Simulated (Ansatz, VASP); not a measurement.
# C: VASP beside Ansatz

One calculation is typed for both programs; each brings its own data sets. How far apart do they land? Of the first pair: The structure shown is frame 41 of Ansatz's trajectory.

Calculated with Ansatz 0.2.0; plane waves, with VASP 6.6.1 beside it; single point at PBE with D3(BJ).

## Step 1: The structure

The cell holds 52 atoms: 52 C. Cell: a = 8.870 Å, b = 8.870 Å, c = 15.530 Å, α = 90.0°, β = 90.0°, γ = 120.0°. It derives from C (graphene). As first built, before any earlier steps moved the atoms (in the runner's words): graphene (a = 2.46 A) under graphene (a = 2.46 A), bilayer, commensurate cell of 13 unit cells a layer, twist 27.80 deg; facing atoms 3.53 A apart;; minimised with a classical potential. Vacuum lies along c.

## Step 2: Ansatz: dynamics, PBE with D3(BJ)

Ansatz runs on its default PAW (the set named soft_2) files.

One frame of this run of dynamics is then solved in both programs, so the motion causes no difference.

The input, input.yaml:

```yaml
crystal:
  lattice:
    - [8.8697, 0.0, 0.0]
    - [-4.43485, 7.68139, 0.0]
    - [0.0, 0.0, 15.53]
  atoms:
    - { symbol: C, position: [0.12821, 0.17949, 0.39053] }
    - { symbol: C, position: [0.17949, 0.05128, 0.39053] }
    - { symbol: C, position: [0.20513, 0.48718, 0.39053] }
    - { symbol: C, position: [0.25641, 0.35897, 0.39056] }
    - { symbol: C, position: [0.28205, 0.79487, 0.39053] }
    - { symbol: C, position: [0.33333, 0.66667, 0.39051] }
    - { symbol: C, position: [0.35897, 0.10256, 0.39056] }
    - { symbol: C, position: [0.41026, 0.97436, 0.39053] }
    - { symbol: C, position: [0.4359, 0.41026, 0.39053] }
    - { symbol: C, position: [0.48718, 0.28205, 0.39053] }
    - { symbol: C, position: [0.51282, 0.71795, 0.39053] }
    - { symbol: C, position: [0.5641, 0.58974, 0.39053] }
    - { symbol: C, position: [0.58974, 0.02564, 0.39053] }
    - { symbol: C, position: [0.64103, 0.89744, 0.39056] }
    - { symbol: C, position: [0.66667, 0.33333, 0.39051] }
    - { symbol: C, position: [0.71795, 0.20513, 0.39053] }
    - { symbol: C, position: [0.74359, 0.64103, 0.39056] }
    - { symbol: C, position: [0.79487, 0.51282, 0.39053] }
    - { symbol: C, position: [0.82051, 0.94872, 0.39053] }
    - { symbol: C, position: [0.87179, 0.82051, 0.39053] }
    - { symbol: C, position: [0.89744, 0.25641, 0.39056] }
    - { symbol: C, position: [0.94872, 0.12821, 0.39053] }
    - { symbol: C, position: [0.97436, 0.5641, 0.39053] }
    - { symbol: C, position: [0.02564, 0.4359, 0.39053] }
    - { symbol: C, position: [0.05128, 0.87179, 0.39053] }
    - { symbol: C, position: [0.10256, 0.74359, 0.39056] }
    - { symbol: C, position: [0.74359, 0.10256, 0.60944] }
    - { symbol: C, position: [0.79487, 0.28205, 0.60947] }
    - { symbol: C, position: [0.66667, 0.33333, 0.60949] }
    - { symbol: C, position: [0.71795, 0.51282, 0.60947] }
    - { symbol: C, position: [0.4359, 0.02564, 0.60947] }
    - { symbol: C, position: [0.48718, 0.20513, 0.60947] }
    - { symbol: C, position: [0.58974, 0.5641, 0.60947] }
    - { symbol: C, position: [0.64103, 0.74359, 0.60944] }
    - { symbol: C, position: [0.35897, 0.25641, 0.60944] }
    - { symbol: C, position: [0.41026, 0.4359, 0.60947] }
    - { symbol: C, position: [0.12821, 0.94872, 0.60947] }
    - { symbol: C, position: [0.17949, 0.12821, 0.60947] }
    - { symbol: C, position: [0.51282, 0.79487, 0.60947] }
    - { symbol: C, position: [0.5641, 0.97436, 0.60947] }
    - { symbol: C, position: [0.28205, 0.48718, 0.60947] }
    - { symbol: C, position: [0.33333, 0.66667, 0.60949] }
    - { symbol: C, position: [0.05128, 0.17949, 0.60947] }
    - { symbol: C, position: [0.10256, 0.35897, 0.60944] }
    - { symbol: C, position: [0.82051, 0.87179, 0.60947] }
    - { symbol: C, position: [0.87179, 0.05128, 0.60947] }
    - { symbol: C, position: [0.20513, 0.71795, 0.60947] }
    - { symbol: C, position: [0.25641, 0.89744, 0.60944] }
    - { symbol: C, position: [0.97436, 0.41026, 0.60947] }
    - { symbol: C, position: [0.02564, 0.58974, 0.60947] }
    - { symbol: C, position: [0.89744, 0.64103, 0.60944] }
    - { symbol: C, position: [0.94872, 0.82051, 0.60947] }
kpoints:
  mp_grid: { grid: [1, 1, 1] }
hamiltonian:
  xc: pbe
  dispersion: d3bj
scf:
  occupations: { method: gaussian, width: 0.05 }
output:
  forces: true
md:
  timestep: 1.0
  n_steps: 124
  ensemble: nvt_langevin
  temperature: 900
  initial_velocities: maxwell_boltzmann
  seed: 8415
```

Launch:

```sh
$ ansatz run input.yaml --threads 4 --pin off --max-ram 8192MiB --backend cpu --events-out ev --progress --plain --runs-dir out
```

Numbers of over 12 decimals in the logs are rounded to 6 here.

What it wrote:

```text
Warning: md: disabling space-group detection — thermal motion breaks the input geometry's symmetry, so no spatial operation reduces the k-mesh or symmetrises the density; time reversal is kept, so that k and −k are solved as one point where they differ and the mesh holds both, and exact exchange and, on two spinor components, a DFT+U term hold to it where the run has them: on two components no moment then forms, and  [...]
Engine: ansatz 0.2.0, aarch64-unknown-linux-gnu
Pseudopotentials: kind: paw
Pseudopotential: C, paw, valence charge 4, recommended cutoff 420 eV (normal), C.paw.azcp
Functional definition: PBE
  parameter kappa = 0.804
  parameter beta = 0.066725
  exchange = pbe_x(kappa = kappa, mu = beta*pi^2/3)
  correlation = pbe_c(beta = beta)
Crystal: 52 atoms, lattice volume = 1058.084 Å³
Basis set: ecut = 420 eV, 20637 PW (Γ), exchange–correlation on 120×120×216 points (8 copies of the dense FFT grid, shifted against one another)
Bands: 156, of which v1, the nominal top of the filled ones, is band 104 counted from 1 (103 counted from 0)
Symmetry: 1 space group operations
k-points: 1
Non-local potential: C, projectors of the file, l = 0: 2, l = 1: 2, l = 2: 1
PAW form: soft (Blöchl's): semilocal exchange-correlation on the pseudo side does not see the compensation charge
PAW one-centre angular grid: C, 110 points (default); XC on 64 Gauss nodes
Initial density: superposition of atomic densities (neutral atoms: chi_scale 0, normalization atom), corrected by the library's trained network
Initial wavefunctions: pseudopotential atomic-orbital guess
Functional: x = pbe(κ = 0.804, μ = 0.219515), c = pbe(β = 0.066725)
SCF iter   1: F=—  HF=-13053.194990 eV  |F-HF|=—  |Δ(HF+E_count)|=         —  Δρ=2.50e-3  dr2=9.37e-2  ethr=1.77e-3  ⟨swp⟩=13.0  Hψ=1216  notcnv=0  defer=19
preconditioner: auto → Resta (q_TF=auto, 2.080 Å⁻¹)  ε∞=2.2  [insulator: Δε(μ)=3.238 eV  Ē_g=14.754 eV  σ=0.050 eV  W_gap=1.00  n_scr=148 (ndim 8)  ℏωp=16.5 eV  f_vac=0.552  D(μ)=0.00/eV (n_scr^D=0)  ε∞_Penn≈2.2  vacuum switching on, ρ_ref=1.6e-2 e/Å³]
SCF iter   2: F=—  HF=-13053.181360 eV  |F-HF|=—  |Δ(HF+E_count)|=   1.36e-2  Δρ=1.11e-3  dr2=1.79e-2  ethr=4.51e-5  ⟨swp⟩=3.0  Hψ=282  notcnv=0  defer=37
SCF iter   3: F=—  HF=-13053.180555 eV  |F-HF|=—  |Δ(HF+E_count)|=   8.05e-4  Δρ=2.27e-4  dr2=6.69e-4  ethr=8.61e-6  ⟨swp⟩=2.0  Hψ=214  notcnv=0  defer=37
SCF iter   4: F=—  HF=-13053.181240 eV  |F-HF|=—  |Δ(HF+E_count)|=   6.85e-4  Δρ=7.86e-5  dr2=6.67e-5  ethr=3.22e-7  ⟨swp⟩=2.0  Hψ=182  notcnv=0  defer=37
SCF iter   5: F=—  HF=-13053.181481 eV  |F-HF|=—  |Δ(HF+E_count)|=   2.41e-4  Δρ=3.21e-5  dr2=1.71e-5  ethr=3.21e-8  ⟨swp⟩=2.0  Hψ=211  notcnv=0  defer=37
SCF iter   6: F=—  HF=-13053.182580 eV  |F-HF|=—  |Δ(HF+E_count)|=   1.10e-3  Δρ=7.39e-6  dr2=3.15e-7  ethr=8.21e-9  ⟨swp⟩=2.0  Hψ=200  notcnv=0  defer=37
SCF iter   7: F=—  HF=-13053.182583 eV  |F-HF|=—  |Δ(HF+E_count)|=   2.98e-6  Δρ=2.11e-6  dr2=9.30e-8  ethr=2.50e-11  ⟨swp⟩=5.0  Hψ=525  notcnv=0
SCF iter   8: F=-13053.182583 eV  HF=-13053.182583 eV  |F-HF|=4.39e-9  |Δ(HF+E_count)|=   1.77e-8  Δρ=6.05e-7  dr2=5.10e-9  ethr=2.50e-11  ⟨swp⟩=4.0  Hψ=442  notcnv=0
SCF 1 converged in 8 iterations: F = -13053.182583 eV  dr2 = 5.10e-9
  greatest PAW one-centre occupation: 0.674 electrons in one spin orbital (limit 2), on the C atom at site 23 (counted from 0), in its partial waves of l = 0
md step     0: t =     0.00 fs  T =   882.7 K  F+E_penalty+E_count = -13053.18258284 eV  E_kin = 5.933034 eV  (8 SCF iters)
[... from here on, the SCF cycles and remarks between the steps are left out ...]
md step   112: t =   112.00 fs  T =   838.7 K  F+E_penalty+E_count = -13048.70972425 eV  E_kin = 5.637491 eV  (6 SCF iters)
md step   113: t =   113.00 fs  T =   837.4 K  F+E_penalty+E_count = -13048.54605360 eV  E_kin = 5.628318 eV  (6 SCF iters)
md step   114: t =   114.00 fs  T =   825.8 K  F+E_penalty+E_count = -13048.42539029 eV  E_kin = 5.550629 eV  (6 SCF iters)
md step   115: t =   115.00 fs  T =   812.3 K  F+E_penalty+E_count = -13048.35262044 eV  E_kin = 5.459999 eV  (6 SCF iters)
md step   116: t =   116.00 fs  T =   793.7 K  F+E_penalty+E_count = -13048.28782734 eV  E_kin = 5.334587 eV  (6 SCF iters)
md step   117: t =   117.00 fs  T =   773.9 K  F+E_penalty+E_count = -13048.20442825 eV  E_kin = 5.202072 eV  (6 SCF iters)
md step   118: t =   118.00 fs  T =   775.1 K  F+E_penalty+E_count = -13048.11247942 eV  E_kin = 5.209791 eV  (6 SCF iters)
md step   119: t =   119.00 fs  T =   747.5 K  F+E_penalty+E_count = -13048.02656451 eV  E_kin = 5.024020 eV  (6 SCF iters)
md step   120: t =   120.00 fs  T =   723.1 K  F+E_penalty+E_count = -13047.97936968 eV  E_kin = 4.860237 eV  (8 SCF iters)
md step   121: t =   121.00 fs  T =   726.9 K  F+E_penalty+E_count = -13048.01845378 eV  E_kin = 4.886179 eV  (6 SCF iters)
md step   122: t =   122.00 fs  T =   747.4 K  F+E_penalty+E_count = -13048.17086432 eV  E_kin = 5.023947 eV  (6 SCF iters)
md step   123: t =   123.00 fs  T =   778.6 K  F+E_penalty+E_count = -13048.35451059 eV  E_kin = 5.233447 eV  (6 SCF iters)
md step   124: t =   124.00 fs  T =   799.8 K  F+E_penalty+E_count = -13048.48488588 eV  E_kin = 5.375699 eV  (8 SCF iters)
SCF converged after 8 iterations
Free energy (F): -13048.484886 eV
Harris-Foulkes:  -13048.484886 eV  (|F-HF|=4.11e-9)
Internal energy: -13048.484886 eV  (E = F + TS)
E sigma→0 (E₀):  -13048.484886 eV
Fermi energy:    0.516998 eV
--- Per-component energies (eV) ---
  E_band       = -1762.966976
  E_kinetic    = 4735.757410
  E_local      = -59742.495200  (includes V_loc(G=0)·N_el)
  E_nonlocal   = 1423.827709
  E_hartree    = 27632.837275
  E_xc         = -2496.844970
  E_vxc        = -3091.091987  (∫ρ·V_xc dr)
  E_paw        = -5166.630845  (= ΣΔE_a)
  E_vpaw       = -354.641860  (= ΣTr[D̂ρ^β])
  E_aug_tail   = 0.000413  (compensation charges beyond the density's cutoff)
  E_ewald      = 20570.999310
  E_disp       = -5.935988  (pairwise vdW)
  E_smearing   = -0.000000  (= −TS)
  E_closure    = -0.000000  (closes the sum)
  Σ components = -13048.484886   (vs F -13048.484886, Δ=0.00e0)
--- Forces (eV/Å), atoms counted from 1 ---
  atom   1  C     -3.29151156     3.41095532    -1.02704542
  atom   2  C     -0.84253170    -2.78686818     0.63134654
  atom   3  C     -1.60490123    -2.83920337     0.15123840
  atom   4  C     -1.33785538    -0.89032304    -0.99954941
  atom   5  C      1.81344465    -0.29432889    -0.64526317
  atom   6  C      4.32068922     0.59771782     0.92901724
  atom   7  C      2.79011659    -0.59182016    -0.97002858
  atom   8  C      1.13056132     3.57980324    -0.36309647
  atom   9  C      1.28427925    -1.29144309     0.27973601
  atom  10  C     -1.32849378    -0.26966149     1.48016985
  atom  11  C      0.06356159    -1.32514762    -0.92455268
  atom  12  C      0.39648077     0.38718659     0.94507800
  atom  13  C     -1.53993525     4.53889893     1.64945507
  atom  14  C      1.70747324     1.18665799    -0.16280623
  atom  15  C     -1.73337981    -2.99674830    -1.15966532
  atom  16  C      2.23132265    -3.25156277    -1.45762520
  atom  17  C      1.23291374     3.11193425    -0.61081619
  atom  18  C     -0.20533817     0.28704092     0.50540950
  atom  19  C     -0.06473883     2.66580632    -0.80152250
  atom  20  C      0.87659056    -1.86635285    -0.26767794
  atom  21  C     -1.89257409    -1.52580845     1.00608091
  atom  22  C     -0.50344248    -1.06395883     2.00316304
  atom  23  C      0.90153312     0.37053468    -0.09320423
  atom  24  C     -2.41135715     1.31676857    -0.19728844
[...]
atom  45  C     -1.62219326    -0.60420822    -0.57871849
  atom  46  C     -2.55073244     0.35015429     0.45294852
  atom  47  C      2.42804823     1.81356551     1.08917096
  atom  48  C     -0.25225661     0.24174561    -0.91179503
  atom  49  C      0.33920692    -1.38980922    -0.19075327
  atom  50  C      1.16177287    -0.94352242     0.79203503
  atom  51  C     -1.84354929     0.10058496     1.73204349
  atom  52  C      0.21310153     0.25128248    -1.10590965
  max |Σ_I F_I| component: 1.22e-4 eV/Å
--- MD trajectory: 124 steps, t = 0.0 → 124.0 fs ---
  final state: T = 799.8 K   F+E_penalty+E_count = -13048.48488588 eV   E_kin = 5.375699 eV
```

## Step 3: VASP: single point, PBE with D3(BJ), pair 1

The same cell, functional, mesh and smearing now go to VASP, with its own data sets.

Lines of VASP's logs that name or quote its potential files are left out, and so is its time.

The input, INCAR:

```
SYSTEM = C
PREC = Accurate
ENCUT = 520
EDIFF = 1E-06
NELM = 120
ISMEAR = 0
SIGMA = 0.05
LREAL = Auto
ALGO = Normal
GGA = PE
IVDW = 12
NBANDS = 144
LORBIT = 11
LWAVE = .FALSE.
LCHARG = .FALSE.
ISIF = 2
LASPH = .TRUE.
GGA_COMPAT = .FALSE.
EFERMI = MIDGAP
NCORE = 2
```

The input, POSCAR:

```
C
1.0
    8.8697000000      0.0000000000      0.0000000000
   -4.4348500000      7.6813900000      0.0000000000
    0.0000000000      0.0000000000     15.5300000000
C
52
Direct
    0.1368864635      0.1840291926      0.3891113973
    0.1955008592      0.0572812993      0.3939858339
    0.2128046894      0.4968631979      0.4052736639
    0.2592839005      0.3639966204      0.3883322601
    0.2959390180      0.8076012284      0.3930457180
    0.3393350103      0.6755808519      0.4046812621
    0.3699641373      0.1096025589      0.3918931101
    0.4273854510      0.9876728040      0.3924919511
    0.4412991749      0.4137662585      0.3978557630
    0.4968681304      0.2880077694      0.3894719897
    0.5134560619      0.7217834272      0.3898583387
    0.5657385695      0.5902186974      0.3887701223
    0.6008244309      0.0286666866      0.3968512556
    0.6416355747      0.8960878174      0.3883644559
    0.6747952428      0.3380117401      0.3829298133
    0.7286284839      0.2148699649      0.3866130071
    0.7453886102      0.6464194631      0.3884030908
    0.8074347102      0.5242801108      0.3874114617
    0.8312429502      0.9567799578      0.3797681906
    0.8779176224      0.8224553108      0.3851126851
    0.9135585872      0.2692741808      0.3890276883
    0.9632865263      0.1398835367      0.3862266581
    0.9861150914      0.5779552919      0.3890598841
    0.0389163258      0.4548916277      0.3934707019
    0.0610443652      0.8794762406      0.3870315518
    0.1161231487      0.7614637455      0.3843399871
    0.7441718830      0.1057490897      0.6048164842
    0.7948642030      0.2778012834      0.6005408886
    0.6679679938      0.3292503050      0.6123696072
    0.7122824678      0.5035416767      0.6147649710
    0.4287573719      0.0255813075      0.6080746941
    0.4822270581      0.2081263938      0.6117063748
    0.5783370928      0.5582322991      0.6144365744
    0.6347508931      0.7319638763      0.6175016098
    0.3525306327      0.2553053549      0.6095814552
    0.3958420660      0.4306121678      0.6168705731
    0.1243493819      0.9440999611      0.6148744366
    0.1796553031      0.1326062080      0.6101352222
    0.5081126147      0.7972775761      0.6092852543
    0.5595788318      0.9795362558      0.6010367032
    0.2726207395      0.4876070607      0.6216741790
    0.3299106415      0.6641506290      0.6114488088
    0.0424391213      0.1663240637      0.6125756600
    0.0991641699      0.3526965823      0.6078815196
    0.8073699008      0.8533611755      0.6160141661
    0.8646927361      0.0362955142      0.6082099163
    0.2050061342      0.7192448242      0.6096200901
    0.2548119694      0.9002797671      0.6123116549
    0.9736923986      0.4099258077      0.6061429491
    0.0240552500      0.5880836671      0.6200257566
    0.8827884015      0.6202393056      0.6239085641
    0.9398799542      0.8033311679      0.6222086285
```

The input, KPOINTS:

```
Automatic mesh
0
Gamma
1 1 1
0 0 0
```

The projector-augmented-wave data sets are C (PBE family, release 64).

Launch:

```sh
$ mpirun -np 8 vasp_gam
```

What it wrote:

```text
[banner, memory and clock lines left out]
running    8 mpi-ranks, on    1 nodes
[...]
LDA part: xc-table for (Slater+PW92), standard interpolation
 POSCAR, INCAR and KPOINTS ok, starting setup
[...]
entering main loop
       N       E                     dE             d eps       ncg     rms          rms(c)
DAV:   1     0.220349327192E+04    0.22035E+04   -0.10159E+05   296   0.129E+03
DAV:   2    -0.192547339883E+03   -0.23960E+04   -0.22693E+04   432   0.319E+02
DAV:   3    -0.495517630011E+03   -0.30297E+03   -0.30013E+03   344   0.120E+02
DAV:   4    -0.506241797697E+03   -0.10724E+02   -0.10675E+02   384   0.269E+01
[...]
DAV:  19    -0.473768746098E+03   -0.28915E-04   -0.12791E-06   248   0.187E-03    0.433E-04
DAV:  20    -0.473768750953E+03   -0.48550E-05   -0.23488E-07   224   0.868E-04    0.171E-04
DAV:  21    -0.473768751876E+03   -0.92349E-06   -0.71948E-08   232   0.496E-04
   1 F= -.47989043E+03 E0= -.47989043E+03  d E =0.000000E+00
```

OUTCAR, selected parts (step 3):

```text
 Edisp (eV)   -6.12168

  Total      14.50713    14.68081    -2.70590     1.84224     1.41214     0.04497
  in kB      21.96706    22.23004    -4.09734     2.78957     2.13830     0.06809
  external pressure =       13.37 kB  Pullay stress =        0.00 kB

 POSITION                                       TOTAL-FORCE (eV/Angst)
 -----------------------------------------------------------------------------------
      0.39800      1.41360      6.04290         1.370429      0.688007      0.006698
      1.48000      0.44000      6.11860        -3.475723      0.229303     -1.021125
     -0.31600      3.81660      6.29390         0.258973     -0.362336     -1.889056
      0.68550      2.79600      6.03080         1.207065      0.836713      2.582095
     -0.95670      6.20350      6.10400        -1.099403      0.202041      0.293688
      0.01370      5.18940      6.28470         0.408651      0.021221     -1.234269
      2.79540      0.84190      6.08610         1.134776      0.602967     -0.044278
     -0.58940      7.58670      6.09540        -0.688828     -2.142034      0.351418
      2.07920      3.17830      6.17870        -0.322109     -0.442640     -1.924260
      3.12980      2.21230      6.04850        -0.775725      0.499124      0.393258
      1.35320      5.54430      6.05450         1.514327     -1.104935      0.905898
      2.40040      4.53370      6.03760        -0.557621      1.517638      0.663978
      5.20200      0.22020      6.16310        -0.440031      2.447702     -1.466598
      1.71710      6.88320      6.03130         2.737200      2.282401     -0.347267
[...]
-----------------------------------------------------------------------------------
    total drift:                                0.036713      0.024216      0.032588

  FREE ENERGIE OF THE ION-ELECTRON SYSTEM (eV)
  ---------------------------------------------------
  free  energy   TOTEN  =      -479.8904323788 eV

  energy  without entropy=     -479.8904323788  energy(sigma->0) =     -479.89043238

[... 3 further parts left out ...]
[key lines of the parts left out:]
E-fermi :  -0.4438
```

## Step 4: Comparison

Known differences besides the potentials themselves: the cutoff is 420 eV in Ansatz and 520 eV in VASP (PREC = Accurate, projectors in real space). Total energies have different zeros and are not compared.

Forces on 10 of the 52 atoms, those with the largest forces and the largest differences (eV/Å; atoms numbered as in POSCAR):

| atom | Ansatz x, y, z | VASP x, y, z |
| --- | --- | --- |
| C2 | -3.476, 0.229, -1.024 | -3.476, 0.229, -1.021 |
| C9 | -0.321, -0.434, -1.944 | -0.322, -0.443, -1.924 |
| C14 | 2.726, 2.283, -0.344 | 2.737, 2.282, -0.347 |
| C25 | -0.641, 1.064, 0.092 | -0.657, 1.078, 0.090 |
| C27 | 0.922, -4.087, -0.733 | 0.931, -4.100, -0.734 |
| C30 | -2.864, -0.933, 0.349 | -2.884, -0.925, 0.349 |
| C34 | -3.876, 1.900, -0.846 | -3.891, 1.902, -0.840 |
| C38 | -0.690, -5.270, 0.608 | -0.686, -5.273, 0.608 |
| C45 | 2.756, 2.524, 0.092 | 2.750, 2.535, 0.088 |
| C51 | 2.336, 5.152, -0.355 | 2.333, 5.149, -0.351 |

The forces differ by 7.0 meV/Å r.m.s., which is 0.5 % of the r.m.s. force of 1.527 eV/Å (both taken over all components). With vacuum in the cell, a pressure given here is an average over mostly empty space and none of the material.

## Step 5: Ansatz: dynamics, PBE with D3(BJ)

One frame of this run of dynamics is then solved in both programs, so the motion causes no difference.

The structure compared here is frame 83 of Ansatz's trajectory.

input.yaml is that of step 2.

Launch:

```sh
$ ansatz run input.yaml --threads 4 --pin off --max-ram 8192MiB --backend cpu --events-out ev --progress --plain --runs-dir out
```

What it wrote:

```text
[...]
Crystal: 52 atoms, lattice volume = 1058.084 Å³
Basis set: ecut = 420 eV, 20637 PW (Γ), exchange–correlation on 120×120×216 points (8 copies of the dense FFT grid, shifted against one another)
Bands: 156, of which v1, the nominal top of the filled ones, is band 104 counted from 1 (103 counted from 0)
Symmetry: 1 space group operations
k-points: 1
[...]
atom   7  C      2.79011659    -0.59182016    -0.97002858
  atom   8  C      1.13056132     3.57980324    -0.36309647
[...]
atom  49  C      0.33920692    -1.38980922    -0.19075327
  atom  50  C      1.16177287    -0.94352242     0.79203503
  atom  51  C     -1.84354929     0.10058496     1.73204349
  atom  52  C      0.21310153     0.25128248    -1.10590965
  max |Σ_I F_I| component: 1.22e-4 eV/Å
--- MD trajectory: 124 steps, t = 0.0 → 124.0 fs ---
[...]
[key lines of the parts left out:]
SCF converged after 8 iterations
Free energy (F): -13048.484886 eV
Fermi energy:    0.516998 eV
```

(Part 1 of 2 ends here.)

[Lines on the potential files, build, host, timing and source positions are cut from VASP's logs without a mark.]

[Logs are printed without paths, hosts, clocks, repeated set-up lines and the standing remarks that a program may print on its own settings, such as how far it seeks lower states.]

[Hosts, paths, dates, database ids (printed as entryN), source tags and the programs' standing remarks are cut or masked in the printed files.]
